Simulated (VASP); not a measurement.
# Sc (P6_3/mmc) in VASP: further runs

One crystal, Sc, is run at these levels: PBEsol; tasks: relaxation of cell and atoms, electrostatic potential.

All numbers are computed with VASP 6.6.1; they aren't measurements. Logs are shortened: lines on timing, memory, paths and dates and some standing lists are left out, and cuts for length are marked.

## (1) The structure

It takes space group P6_3/mmc (No. 194, hexagonal). Conventional cell: a = 3.270 Å, b = 3.270 Å, c = 5.090 Å, α = 90.00°, β = 90.00°, γ = 120.00°. Around Sc (site symmetry -6m2) lie 12 Sc at 3.17 to 3.27 Å.

The cell was built by a generator and needn't be a form met in nature.

## (2) Relaxation of cell and atoms, PBEsol

Input file INCAR:

```
SYSTEM = Sc
ALGO = Fast
EDIFF = 1E-6
EDIFFG = -0.005
ENCUT = 600
GGA = PS
IBRION = 2
ISIF = 3
ISMEAR = 1
LASPH = .TRUE.
LCHARG = .FALSE.
LREAL = .FALSE.
LWAVE = .FALSE.
NELM = 120
NSW = 60
PREC = Accurate
SIGMA = 0.1
```

Input file KPOINTS:

```
k-points
0
G
  14 14 8
  0 0 0
```

Input file POSCAR:

```
Sc
1.0
    3.2700000000      0.0000000000      0.0000000000
   -1.6350000000      2.8319030700      0.0000000000
    0.0000000000      0.0000000000      5.0900000000
Sc
2
Direct
    0.3333333300      0.6666666700      0.2500000000
    0.6666666700      0.3333333300      0.7500000000
```

Potentials or basis: VASP PAW PBE potentials, release 64 (Sc_sv).

Command:

```
cat potpaw_PBE.64/Sc_sv/POTCAR > POTCAR
mpirun -np 1 vasp_std > vasp.out
```

OUTCAR:

```text
SYSTEM = Sc
   EDIFF = 1E-6
   EDIFFG = -0.005
   ENCUT = 600
   GGA = PS
   IBRION = 2
   ISIF = 3
   ISMEAR = 1
   LASPH = .TRUE.
   LREAL = .FALSE.
   NELM = 120
   NSW = 60
   PREC = Accurate

 ion  position               nearest neighbor table
   1  0.333  0.667  0.250-   2 3.17   2 3.17   2 3.17   2 3.17   2 3.17   2 3.17
   2  0.667  0.333  0.750-   1 3.17   1 3.17   1 3.17   1 3.17   1 3.17   1 3.17

  LATTYP: Found a hexagonal cell.
 ALAT       =     3.2700000000
 C/A-ratio  =     1.5565749235

  Lattice vectors:

 A1 = (   3.2700000000,   0.0000000000,   0.0000000000)
 A2 = (  -1.6350000000,   2.8319030700,   0.0000000000)
 A3 = (   0.0000000000,   0.0000000000,   5.0900000000)

Analysis of symmetry for initial positions (statically):
=====================================================================
 Subroutine PRICEL returns:
 Original cell was already a primitive cell.

 Routine SETGRP: Setting up the symmetry group for a
 hexagonal supercell.

 Subroutine GETGRP returns: Found 24 space group operations
 (whereof 12 operations were pure point group operations)
 out of a pool of 24 trial point group operations.

The static configuration has the point symmetry D_3d.
 The point group associated with its full space group is D_6h.

Analysis of symmetry for dynamics (positions and initial velocities):
=====================================================================
 Subroutine PRICEL returns:
 Original cell was already a primitive cell.

 Routine SETGRP: Setting up the symmetry group for a
 hexagonal supercell.

 Subroutine GETGRP returns: Found 24 space group operations
 (whereof 12 operations were pure point group operations)
 out of a pool of 24 trial point group operations.

The dynamic configuration has the point symmetry D_3d.
 The point group associated with its full space group is D_6h.

 Subroutine INISYM returns: Found 24 space group operations
 (whereof 12 operations are pure point group operations),
 and found     1 'primitive' translations

----------------------------------------------------------------------------------------

                                     Primitive cell

  volume of cell :      47.1350

  direct lattice vectors                    reciprocal lattice vectors
     3.270000000  0.000000000  0.000000000     0.305810398  0.176559715  0.000000000
    -1.635000000  2.831903070  0.000000000     0.000000000  0.353119431  0.000000000
     0.000000000  0.000000000  5.090000000     0.000000000  0.000000000  0.196463654

  length of vectors
     3.270000000  3.270000000  5.090000000     0.353119431  0.353119431  0.196463654

  position of ions in fractional coordinates (direct lattice)
     0.333333330  0.666666670  0.250000000
     0.666666670  0.333333330  0.750000000

  ion indices of the primitive-cell ions
   primitive index   ion index
                 1           1
                 2           2

----------------------------------------------------------------------------------------

 KPOINTS: k-points

Automatic generation of k-mesh.
 Grid dimensions read from file:
 generate k-points for:   14   14    8

 Generating k-lattice:

  Cartesian coordinates                     Fractional coordinates (reciprocal lattice)
     0.021843600  0.012611408  0.000000000     0.071428571  0.000000000  0.000000000
     0.000000000  0.025222816  0.000000000     0.000000000  0.071428571  0.000000000
     0.000000000  0.000000000  0.024557957     0.000000000  0.000000000  0.125000000

  Length of vectors
     0.025222816  0.025222816  0.024557957

  Shift w.r.t. Gamma in fractional coordinates (k-lattice)
     0.000000000  0.000000000  0.000000000

 Subroutine IBZKPT returns following result:
 ===========================================

 Found    120 irreducible k-points:

 Following reciprocal coordinates:
            Coordinates               Weight
  0.000000  0.000000  0.000000      1.000000
  0.071429  0.000000  0.000000      6.000000
  0.142857  0.000000  0.000000      6.000000
  0.214286  0.000000  0.000000      6.000000
  0.285714 -0.000000  0.000000      6.000000
  0.357143  0.000000  0.000000      6.000000
[... 16 lines left out ...]
  0.285714  0.285714  0.000000      6.000000
  0.357143  0.285714  0.000000      6.000000
 [... further k-points ...]
   k-points           NKPTS =    120   k-points in BZ     NKDIM =    120   number of bands    NBANDS=     15
   number of dos      NEDOS =    301   number of ions     NIONS =      2
   total plane-waves  NPLWV =  32928
   dimension x,y,z NGX =    28 NGY =   28 NGZ =   42
   dimension x,y,z NGXF=    56 NGYF=   56 NGZF=   84
   ions per type =               2
   NGX,Y,Z   is equivalent  to a cutoff of  14.24, 14.24, 13.72 a.u.
   NGXF,Y,Z  is equivalent  to a cutoff of  28.47, 28.47, 27.44 a.u.
 SYSTEM =  Sc
   PREC   = accura    normal or accurate (medium, high low for compatibility)
   ISTART =      0    job   : 0-new  1-cont  2-samecut
   ICHARG =      2    charge: 1-file 2-atom 10-const
   ISPIN  =      1    spin polarized calculation?
   LNONCOLLINEAR =      F non collinear calculations
   LSORBIT =      F    spin-orbit coupling
   LASPH  =      T    aspherical Exc in radial PAW
   ENCUT  =  600.0 eV  44.10 Ry    6.64 a.u.   6.53  6.53 10.17*2*pi/ulx,y,z
   NELM   =    120;   NELMIN=  2; NELMDL= -5     # of ELM steps
   EDIFF  = 0.1E-05   stopping-criterion for ELM
   LREAL  =      F    real-space projection
   EDIFFG = -.5E-02   stopping-criterion for IOM
   NSW    =     60    number of steps for IOM
   IBRION =      2    ionic relax: 0-MD 1-quasi-New 2-CG
   NFREE  =      1    steps in history (QN), initial steepest desc. (CG)
   ISIF   =      3    stress and relaxation
   ISYM   =      2    0-nonsym 1-usesym 2-fastsym
   POTIM  = 0.5000    time-step for ionic-motion
   TEBEG  =    0.0;   TEEND  =   0.0 temperature during run
   PSTRESS=    0.0 pullay stress
   NELECT =      22.0000    total number of electrons
   NUPDOWN=      -1.0000    fix difference up-down
   EMIN   =  10.00;   EMAX   =-10.00  energy-range for DOS
   EFERMI =   0.00;   METHOD = LEGACY
   ISMEAR =     1;   SIGMA  =   0.10  broadening in eV -4-tet -1-fermi 0-gaus
   EFERMI_NEDOS =   21; number of points for ismear=-14 and -15
   IALGO  =     68    algorithm
   IMIX   =      4    mixing-type and parameters
     AMIX     =   0.40;   BMIX     =  1.00
     AMIX_MAG =   1.60;   BMIX_MAG =  1.00
  volume/ion in A,a.u.               =      23.57       159.04
  Fermi-wavevector in a.u.,A,eV,Ry     =   1.269895  2.399753 21.941202  1.612633
  Thomas-Fermi vector in A             =   2.402911
   LORBIT       =      0    0 simple, 1 ext, 2 COOP (PROOUT), +10 PAW based schemes
   GGA     = PS    functional components
   LHFCALC =     F    Hartree Fock is set to
   AEXX    =    0.0000 exact exchange contribution
   IVDW    =     0    specifies the selected vdW correction
   LEPSILON=     F    determine dielectric tensor
   LRPA    =     F    only Hartree local field effects (RPA)
 conjugate gradient relaxation of ions
 non-spin polarized calculation
 RMM-DIIS sequential band-by-band and
 Methfessel and Paxton  Order N= 1 SIGMA  =   0.10
  energy-cutoff  :      600.00
  volume of cell :       47.14
 maximum number of plane-waves:      1616
 NGX is ok and might be reduce to    28
   NGX = 13   NGY = 13   NGZ = 21

--------------------------------------- Ionic step        1  -------------------------------------------

 number of electron      21.9999999 magnetization

 Free energy of the ion-electron system (eV)
  ---------------------------------------------------
  ext. energy  EPLUGINS =         0.00000000
  ---------------------------------------------------
  free energy    TOTEN  =       -13.21213403 eV

  energy without entropy =      -13.21386269  energy(sigma->0) =      -13.21271025

------------------------ aborting loop because EDIFF is reached ----------------------------------------

  FORCE on cell =-STRESS in cart. coord.  units (eV):
  Direction    XX          YY          ZZ          XY          YZ          ZX
  --------------------------------------------------------------------------------------
  -------------------------------------------------------------------------------------
  Total        0.0864273      0.0864273     -0.0336562      0.0000000      0.0000000      0.0000000
  in kB        2.9377693      2.9377693     -1.1440145      0.0000000      0.0000000      0.0000000
  external PRESSURE =       1.5771747 kB  Pullay stress =       0.0000000 kB
[... 201 lines left out ...]
  energy  without entropy=      -13.2140223079  energy(sigma->0) =      -13.21292418

--------------------------------------- Ionic step        7  -------------------------------------------

 number of electron      21.9999999 magnetization

 Free energy of the ion-electron system (eV)
  ---------------------------------------------------
  ext. energy  EPLUGINS =         0.00000000
  ---------------------------------------------------
  free energy    TOTEN  =       -13.21239669 eV

  energy without entropy =      -13.21404620  energy(sigma->0) =      -13.21294652

 E-fermi :   3.8233     XC(G=0): -10.1621

 val. band max:        3.8161694843   @ k =   0.3571   0.2857   0.5000
 cond. band min:       3.8261921019   @ k =   0.2143   0.0000   0.2500
 fundamental gap:      0.0100226177
 Fermi energy:         3.8233229693

 k-point     1 :       0.0000    0.0000    0.0000
  band No.  band energies     occupation
      1     -45.2762      2.00000
      2     -45.1877      2.00000
      3     -24.2394      2.00000
      4     -23.8399      2.00000
      5     -23.8399      2.00000
      6     -23.7607      2.00000
      7     -23.7607      2.00000
      8     -23.7248      2.00000
      9      -1.3925      2.00000
     10       2.1247      2.00000
     11       4.5792     -0.00000
     12       5.4514     -0.00000
     13       5.4514     -0.00000
     14       5.7627     -0.00000
     15       5.9380      0.00000
[... 397 lines left out ...]
 k-point    24 :       0.3571    0.2857    0.0000
  band No.  band energies     occupation
      1     -45.1923      2.00000
      2     -45.1851      2.00000
      3     -24.0950      2.00000
      4     -24.0103      2.00000
      5     -24.0086      2.00000
      6     -23.9565      2.00000
      7     -23.9152      2.00000
      8     -23.9118      2.00000
      9       2.9357      2.00000
     10       3.1431      2.00000
     11       3.2325      2.00000
     12       3.2548      2.00000
     13       4.8578     -0.00000
     14       4.9289     -0.00000
     15       6.0150      0.00000

 [... further k-points ...]

------------------------ aborting loop because EDIFF is reached ----------------------------------------

  FORCE on cell =-STRESS in cart. coord.  units (eV):
  Direction    XX          YY          ZZ          XY          YZ          ZX
  --------------------------------------------------------------------------------------
  -------------------------------------------------------------------------------------
  Total        0.0075563      0.0075563      0.0019491      0.0000000      0.0000000      0.0000000
  in kB        0.2561096      0.2561096      0.0660612      0.0000000      0.0000000      0.0000000
  external PRESSURE =       0.1927601 kB  Pullay stress =       0.0000000 kB
[... 17 lines left out ...]
  FREE ENERGIE OF THE ION-ELECTRON SYSTEM (eV)
  ---------------------------------------------------
  free  energy   TOTEN  =       -13.2123966878 eV

  energy  without entropy=      -13.2140461977  energy(sigma->0) =      -13.21294652

 reached required accuracy - stopping structural energy minimisation
```

Run time: 4.6 min. Hardware: 1 thread of Intel Xeon Platinum 8488C (Sapphire Rapids), shared host; peak memory 0.24 GiB.

Results:

```
Free energy                            : -13.2124 eV
Relaxed volume                         : 23.64 Å³/atom
Relaxed cell                           : a = 3.278 Å, b = 3.278 Å, c = 5.080 Å, α = 90.00°, β = 90.00°, γ = 120.00°
Space group after relaxing (to 0.05 Å) : P6_3/mmc (No. 194)
Energy gained by relaxing              : 0.1 meV/atom
Ionic steps                            : 7
Pressure after relaxing                : 0.0 GPa
Band gap on the k mesh                 : none (metal or under the smearing width)
```

Step by step:
| step | energy change (eV) | largest force (eV/Å) | pressure (GPa) | volume (Å³) |
| --- | --- | --- | --- | --- |
| 1 | 0.0000 | 0.0000 | 0.16 | 47.14 |
| 2 | -0.0002 | 0.0000 | -0.03 | 47.29 |
| 3 | -0.0002 | 0.0000 | -0.05 | 47.31 |
| 4 | -0.0002 | 0.0000 | -0.09 | 47.34 |
| 5 | -0.0002 | 0.0000 | -0.05 | 47.32 |
| 6 | -0.0002 | 0.0000 | -0.06 | 47.32 |
| 7 | -0.0003 | 0.0000 | 0.02 | 47.27 |

Final structure:
```
Sc
1.0
     3.27794    0.00000    0.00000
    -1.63897    2.83878    0.00000
     0.00000    0.00000    5.07998
Sc
2
Direct
  0.33333 0.66667 0.25000
  0.66667 0.33333 0.75000
```

Caveat: the PAW data sets were made with another functional, which shifts forces and pressure a little.

## (3) Electrostatic potential, PBEsol

This run uses another cell than the first one, of 23.64 Å³/atom, 1.003 times its volume.

Input file INCAR:

```
SYSTEM = Sc
ALGO = Fast ; EDIFF = 1E-6
ENCUT = 520 ; GGA = PS
ISIF = 2 ; ISMEAR = 1
LASPH = .TRUE. ; LCHARG = .TRUE.
LREAL = .FALSE. ; LVHAR = .TRUE.
LWAVE = .FALSE. ; NELM = 100
PREC = Accurate ; SIGMA = 0.1
```

KPOINTS is that of step 2.

Input file POSCAR:

```
Sc                                      
1.0
    3.2779440438      0.0000000000      0.0000000000
   -1.6389720219      2.8387828137      0.0000000000
    0.0000000000      0.0000000000      5.0799770638
  Sc            
     2
Direct
     0.3333333300000021    0.6666666699999979    0.2500000000000000
     0.6666666699999979    0.3333333300000021    0.7500000000000000
```

Potentials or basis: VASP PAW PBE potentials, release 64 (Sc_sv).

Command:

```
cat potpaw_PBE.64/Sc_sv/POTCAR > POTCAR
mpirun -np 1 vasp_std > vasp.out
```

It took 60 s on 1 thread of Intel Xeon Platinum 8488C (Sapphire Rapids), shared host; peak memory 0.2 GiB.

The run converged. Its results:

```
Free energy            : -13.2115 eV
Pressure               : -0.1 GPa
Band gap on the k mesh : none (metal or under the smearing width)
```

Levels at points of the mesh, in eV from the Fermi level:
```
           k point  band 9  band 10  band 11  band 12  band 13  band 14
(0.00, 0.00, 0.00)   -5.22    -1.70     0.76     1.63     1.63     1.95
(0.50, 0.00, 0.00)   -1.66    -1.12    -0.73    -0.33     1.35     1.37
(0.00, 0.00, 0.50)   -3.61    -3.61     1.02     1.02     1.53     1.53
(0.50, 0.00, 0.50)   -1.54    -1.54     0.08     0.08     1.36     1.36
```

Caveat: the PAW data sets were made with another functional, which shifts forces and pressure a little.
